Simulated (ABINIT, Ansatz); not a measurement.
## SrO (Fm-3m): modes at Γ and the response to a field

Aim: the zone-centre modes of SrO (Fm-3m).

Program: ABINIT 10.8.3. Level of theory: DFT LDA, scalar-relativistic, plane waves, PseudoDojo norm-conserving pseudopotentials. Results are calculated unless marked as measured.

Report form: the programs' logs are mostly left out.

The database entry behind the starting cell differs from later determinations by our own check (about 0.5 % short), so it need not match the best structure at ambient conditions.

## 1. Set-up

The structure is cubic, space group Fm-3m (No. 225). The conventional cell has a = 5.061 Å, b = 5.061 Å, c = 5.061 Å, α = 90.00°, β = 90.00°, γ = 90.00°. Sr has 6 O at 2.53 Å nearest. Nearest to O lie 6 Sr at 2.53 Å. Farther neighbours and most contacts between anions are not listed.

As a file:

```cif
data_structure
_symmetry_space_group_name_H-M 'Fm-3m'
_symmetry_Int_Tables_number 225
_cell_length_a 5.0612
_cell_length_b 5.0612
_cell_length_c 5.0612
_cell_angle_alpha 90.000
_cell_angle_beta 90.000
_cell_angle_gamma 90.000
_cell_volume 129.65
loop_
_atom_site_label
_atom_site_type_symbol
_atom_site_symmetry_multiplicity
_atom_site_Wyckoff_symbol
_atom_site_fract_x
_atom_site_fract_y
_atom_site_fract_z
_atom_site_occupancy
Sr1 Sr 4 b 0.50000 0.00000 0.00000 1
O1 O 4 a 0.00000 0.00000 0.00000 1
```

## 2. Relaxation

The harmonic expansion needs vanishing forces, and a free crystal bears no stress, so cell and atoms are brought to rest. Stress is more sensitive to the basis than forces are: the last 3 Ha under the cutoff are smoothed with ecutsm, and the cutoff is raised above that of the later runs.

The starting cell comes from a relaxation made beforehand in Ansatz (LDA, PseudoDojo NC).

Contents of relax.abi:

```
# relaxation
ionmov 2
optcell 2
dilatmx 1.08
ntime 40
tolmxf 1.0d-05
tolvrs 1.0d-14
prtwf 0
prtden 0
chksymtnons 0

# basis, mesh and filling
ecut 44.0
ecutsm 3.0
ngkpt 8 8 8
nshiftk 1
shiftk 0.0 0.0 0.0
istwfk *1
occopt 1
nband 8
nstep 100
diemac 9.0
prtebands 0
prtgsr 0
useylm 1

# cell and atoms
acell 3*1.0 Angstrom
rprim 
    0.0 2.530600117 2.530600117
    2.530600117 0.0 2.530600117
    2.530600117 2.530600117 0.0
ntypat 2
znucl 38 8
natom 2
typat 1 2
xred 
    0.5 0.5 0.5
    0.0 0.0 0.0
pp_dirpath "./pseudo"
pseudos "Sr.upf, O.upf"
```

On the command line:

```console
$ OMP_NUM_THREADS=1 mpirun -n 2 abinit relax.abi > relax.log
```

It took 56 s on 2 MPI ranks of Arm Neoverse V1, shared host; 1.9 min of CPU time.

Little changed from the start: no atom moved by 0.005 Å and no cell edge by 0.1 %.

Read from the output:

```
volume per atom : 16.20 Å³
pressure        : 2.06e-6 GPa
```

## 3. Ground state

The response is built on these wavefunctions, so the potential is converged far more tightly than an energy would need. The mesh is shifted off Γ, since shifted meshes converge sums over the zone faster.

Contents of gs.abi:

```
# ground state
tolvrs 1.0d-16
prtden 1
prtwf 1

# basis, mesh and filling
ecut 36.0
ngkpt 6 6 6
nshiftk 4
shiftk 
    0.5 0.5 0.5
    0.5 0.0 0.0
    0.0 0.5 0.0
    0.0 0.0 0.5
istwfk *1
occopt 1
nband 8
nstep 100
diemac 9.0
prtebands 0
prtgsr 0
useylm 1

# cell and atoms
acell 3*1.0 Angstrom
rprim 
    0.0 2.530481375 2.530481375
    2.530481375 0.0 2.530481375
    2.530481375 2.530481375 0.0
ntypat 2
znucl 38 8
natom 2
typat 1 2
xred 
    0.5 0.5 0.5
    0.0 0.0 0.0
pp_dirpath "./pseudo"
pseudos "Sr.upf, O.upf"
```

On the command line:

```console
$ OMP_NUM_THREADS=1 mpirun -n 2 abinit gs.abi > gs.log
```

Elapsed: 16 s, on 2 MPI ranks.

This step gave:

| Item | Value |
| --- | --- |
| pressure | -0.5818 GPa |

The cell stands at -0.58 GPa: the relaxation ran with a smoothed and higher cutoff and on another k mesh.

## 4. The gap at rest

Empty bands on the ground state's density check that the gap assumed so far is there in this cell.

Contents of gap.abi:

```
# empty bands on the ground state's density
iscf -2
getden_filepath "gso_DEN"
tolwfr 1.0d-12
nbdbuf 2
prtwf 0

# basis, mesh and filling
ecut 36.0
ngkpt 8 8 8
nshiftk 1
shiftk 0.0 0.0 0.0
istwfk *1
occopt 1
nband 12
nstep 100
diemac 9.0
prtebands 0
prtgsr 0
useylm 1

# cell and atoms
acell 3*1.0 Angstrom
rprim 
    0.0 2.530481375 2.530481375
    2.530481375 0.0 2.530481375
    2.530481375 2.530481375 0.0
ntypat 2
znucl 38 8
natom 2
typat 1 2
xred 
    0.5 0.5 0.5
    0.0 0.0 0.0
pp_dirpath "./pseudo"
pseudos "Sr.upf, O.upf"
```

On the command line:

```console
$ OMP_NUM_THREADS=1 mpirun -n 2 abinit gap.abi > gap.log
```

Wall time 10 s (2 MPI ranks); 20 s of CPU time.

Numbers from this step:

* gap on the k-mesh: 3.131 eV

In this cell the gap on the mesh is 3.1 eV, indirect (smallest direct 3.2 eV), so fixed occupations hold.

## 5. Linear response at Γ

The derivative of the wavefunctions by k comes first, since the response to a field is built on it; then the field and the displacements that symmetry doesn't supply are solved at q = 0.

It reads the wavefunctions written in step 3.

Contents of dfpt_gamma.abi:

```
ndtset 2

# common to the responses
getwfk_filepath "gso_WFK"
kptopt 2
nqpt 1
qpt 0.0 0.0 0.0
asr 0
chneut 0

# d/dk
rfelfd1 2
rfdir1 1 1 1
iscf1 -3
tolwfr1 1.0d-20

# displacements, field
rfphon2 1
rfatpol2 1 2
rfdir2 1 1 1
rfelfd2 3
getddk2 1
tolvrs2 1.0d-10
prtwf2 0

# basis, mesh and filling
ecut 36.0
ngkpt 6 6 6
nshiftk 4
shiftk 
    0.5 0.5 0.5
    0.5 0.0 0.0
    0.0 0.5 0.0
    0.0 0.0 0.5
istwfk *1
occopt 1
nband 8
nstep 100
diemac 9.0
prtebands 0
prtgsr 0
useylm 1

# cell and atoms
acell 3*1.0 Angstrom
rprim 
    0.0 2.530481375 2.530481375
    2.530481375 0.0 2.530481375
    2.530481375 2.530481375 0.0
ntypat 2
znucl 38 8
natom 2
typat 1 2
xred 
    0.5 0.5 0.5
    0.0 0.0 0.0
pp_dirpath "./pseudo"
pseudos "Sr.upf, O.upf"
```

On the command line:

```console
$ OMP_NUM_THREADS=1 mpirun -n 2 abinit dfpt_gamma.abi > dfpt_gamma.log
```

Wall time 13 min (2 MPI ranks).

This step gave:

* miss of the charge sum rule: 1.73e-4 e
* largest acoustic frequency at the zone centre before the sum rule: 2.24 cm⁻¹
* highest optical zone-centre mode (no LO-TO term): 217.1 cm⁻¹
* lowest optical zone-centre mode: 217.1 cm⁻¹
* mean high-frequency dielectric constant: 3.859
* largest Born charge in size (third of the trace): 2.475 e

Born charge (rows field, columns displacement), before the sum rule (e), principal values of the symmetric part by kind of site:

```
atom  atoms with these values    low  middle   high   mean
 Sr1                        1   2.48    2.48   2.48   2.48
  O2                        1  -2.48   -2.48  -2.48  -2.48
```

In full for O2:

```
-2.48  0.00  0.00
 0.00 -2.48  0.00
 0.00  0.00 -2.48
```

High-frequency dielectric tensor:

```
3.86 0.00 0.00
0.00 3.86 0.00
0.00 0.00 3.86
```

The acoustic modes at Γ come out as far as 2.2 cm⁻¹ from zero, where they should vanish, a small numerical error; the Born charges miss their sum rule by 1.7e-4 e, which is good.

## 6. Zone-centre analysis

anaddb reads the merged derivatives, imposes the acoustic sum rule and charge neutrality, and adds the LO-TO term along chosen directions.

Contents of anaddb.abi:

```
ddb_filepath "gamma_DDB"
output_file "anaddb.abo"
outdata_prefix "anaddb"
asr 1
chneut 1
enunit 2
eivec 1
nph1l 1
qph1l 0.0 0.0 0.0 1.0
dieflag 1
nph2l 3
qph2l 
    1.0 0.0 0.0 0.0
    0.0 0.0 1.0 0.0
    1.0 1.0 1.0 0.0
```

Contents of mrgddb.in:

```
gamma_DDB
merged
2
dfpt_gammao_DS2_DDB
gso_DDB
```

On the command line:

```console
$ mrgddb < mrgddb.in > mrgddb.log
$ OMP_NUM_THREADS=1 anaddb anaddb.abi > anaddb.log
```

Wall time 0.51 s (1 thread).

Read from the output:

- highest optical zone-centre mode (no LO-TO term): 217.0 cm⁻¹
- lowest optical zone-centre mode: 217.0 cm⁻¹
- mean static dielectric constant: 18.46
- highest mode moved by the LO-TO term: 474.7 cm⁻¹

No LO-TO term; unit eigenvectors of the mass-weighted matrix, from anaddb's displacements. Modes at Γ, with each element's share of the kinetic energy:

```csv
mode,frequency (cm⁻¹),symmetry,Sr %,O %
1,0.0,acoustic,85,15
2,0.0,acoustic,85,15
3,0.0,acoustic,85,15
4,217.0,T1u,15,85
5,217.0,T1u,15,85
6,217.0,T1u,15,85
```

Displacements in mode 4 (217.0 cm⁻¹), the largest set to 1:
```
Sr1  0.00  0.00 -0.18
O2   0.00  0.00  1.00
```

Trace of the oscillator strength, degenerate modes summed. Infrared lines, with heights relative to the strongest:

```
position (cm⁻¹)  lines merged  IR intensity, relative
            217             3                     100
```

Static dielectric tensor (ions relaxed, fixed cell):

```
18.46  0.00  0.00
 0.00 18.46  0.00
 0.00  0.00 18.46
```

The rule moves no optical mode by more than 0.1 cm⁻¹.

## 7. Cross-check with Ansatz

The same cell, potentials and cutoff go through another code, on another k mesh. Its k mesh is centred on Γ.

This step: DFT LDA, scalar-relativistic, plane waves, PseudoDojo norm-conserving pseudopotentials (Ansatz 0.2.0).

Contents of input.yaml:

```yaml
crystal:
  lattice:
    - [0.0, 2.5304813747, 2.5304813747]
    - [2.5304813747, 0.0, 2.5304813747]
    - [2.5304813747, 2.5304813747, 0.0]
  atoms:
    - { symbol: Sr, position: [0.5, 0.5, 0.5] }
    - { symbol: O, position: [0.0, 0.0, 0.0] }
kpoints:
  mp_grid: { grid: [8, 8, 8] }
hamiltonian:
  xc: lda
  pseudopotentials: { kind: nc, accuracy: standard }
scf:
  occupations: { method: fixed }
output:
  eigenvalues: true
basis:
  ecutwfc: 979.61
phonons:
  method: dfpt
  dielectric: true
  rigid_motions: translations
```

On the command line:

```console
$ ansatz run input.yaml --threads 2 --pin off --max-ram 4096MiB --backend cpu --events-out ev --progress --plain --runs-dir out
```

The job ended after 26 s (2 threads; peak memory 0.53 GiB).

This step gave:

* gap on the k-mesh: 3.132 eV
* sum-rule residual before enforcement: 9.30e-4 eV/Å²
* miss of the charge sum rule: 9.29e-4 e
* estimated error of the dielectric tensor: 0.009257
* estimated error of the Born charges: 0.01110 e
* mean high-frequency dielectric constant: 3.861
* largest Born charge in size (third of the trace): 2.476 e
* mean static dielectric constant: 18.47
* highest mode moved by the LO-TO term: 474.6 cm⁻¹

Transverse modes. Infrared lines, with heights relative to the strongest:

```csv
position (cm⁻¹),label,"IR intensity ((D/Å)²/amu), degenerate modes summed, relative"
217,T1u,100
```

## 8. Side by side: ABINIT PseudoDojo and Ansatz, PseudoDojo

Worked out from the results:

```yaml
root_mean_square_difference: 0.05 cm⁻¹
largest_difference: 0.05 cm⁻¹
```

Frequencies side by side, by row:

| q (reciprocal lattice) | mode | ABINIT PseudoDojo (cm⁻¹) | Ansatz, PseudoDojo (cm⁻¹) |
| --- | --- | --- | --- |
| 0 0 0 | 1 | 0 | 0 |
| 0 0 0 | 2 | 0 | 0 |
| 0 0 0 | 3 | 0 | 0 |
| 0 0 0 | 4 | 217 | 217 |
| 0 0 0 | 5 | 217 | 217 |
| 0 0 0 | 6 | 217 | 217 |

The two runs side by side. Further quantities:

| quantity | ABINIT PseudoDojo | Ansatz, PseudoDojo |
| --- | --- | --- |
| mean ε∞ | 3.859 | 3.861 |
| largest Born charge in size (e; the first before, the second after the charge sum rule) | 2.475 | 2.476 |
| summed IR intensity ((D/Å)²/amu) | 31.35 | 31.35 |

At the zone centre the largest difference (acoustic modes at Γ apart) is 0.02 % of the highest mode.

## 9. Results

```yaml
space_group_after_relaxation: Fm-3m
volume_per_atom: 16.2 Å³
highest_optical_zone_centre_mode_no_lo_to_term: 217.0 cm⁻¹
highest_mode_moved_by_the_lo_to_term: 474.7 cm⁻¹
mean_high_frequency_dielectric_constant: 3.86
largest_born_charge_in_size_third_of_the_trace: 2.48 e
mean_static_dielectric_constant: 18.5
imaginary_optical_modes_at_the_zone_centre_no_q_mesh_in_this_session: none
largest_difference_from_ansatz_pseudodojo: 0.05 cm⁻¹
```

What this shows: At the LDA level the optical modes of SrO (Fm-3m) at the zone centre (no LO-TO term) lie at 217 cm⁻¹. The base run prints -0.58 GPa, mostly the error of a finite basis; the relaxation, with a smoothed and higher cutoff, had brought the cell to rest. Along the directions run, the highest mode that the macroscopic field moves lies at 475 cm⁻¹. Lattice motion raises the mean dielectric constant from 3.859 to 18.46. The Born charge of Sr is 2.475 e against a formal charge of +2, somewhat above it. The Lyddane-Sachs-Teller relation holds: (ωLO/ωTO)² is 4.78 and ε₀/ε∞ is 4.78. ABINIT PseudoDojo and Ansatz, PseudoDojo agree to 0.05 cm⁻¹ (0.02 % of the highest mode compared) on all solved modes but the acoustic ones at Γ, without the LO-TO term. These are harmonic frequencies at zero temperature: anharmonic shifts and linewidths and thermal expansion are left out. Ansatz warns that the cutoff lies 14 % under the one recommended for these files; agreement at one cutoff is not convergence.

[Host names and launcher messages were left out of these logs when they were recorded.]

[Logs are printed without paths, hosts, clocks, repeated set-up lines and the standing remarks that a program may print on its own settings, such as how far it seeks lower states.]

[Hosts, paths, dates, database ids (printed as entryN), source tags and the programs' standing remarks are cut or masked in the printed files.]
